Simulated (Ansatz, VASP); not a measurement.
# Si in VASP and in Ansatz

```xyz
2
Lattice="0.0000 2.7351 2.7351 2.7351 0.0000 2.7351 2.7351 2.7351 0.0000" Properties=species:S:1:pos:R:3 pbc="T T T"
Si    0.0000    0.0000    0.0000
Si    1.3676    1.3676    1.3676
```

Alike in both runs: functional PBE; k mesh 10 × 10 × 10; occupations gaussian, width 0.01 eV; no spin polarisation.

Ansatz relaxed the structure, and its values are those at the end. VASP's run is a single point on that final structure, the one shown.

|  | VASP | Ansatz |
| --- | --- | --- |
| version | VASP 6.6.1 | Ansatz 0.2.0 |
| potentials or method | VASP PAW PBE potentials, release 64 (Si) | scalar-relativistic, plane waves, PAW |
| plane-wave cutoff (eV) | 520 | 420 |
| valence electrons in the cell | 8 | 8 |

|  | VASP | Ansatz | Ansatz less VASP |
| --- | --- | --- | --- |
| gap on the k mesh at the Fermi level (eV) | 0.62 | 0.62 | -0.002 |
| least direct gap on the mesh (eV) | 2.56 | 2.55 | -0.005 |
| pressure (GPa) | -0.1 | 0.0 | +0.08 |

A k mesh can miss the band edges.
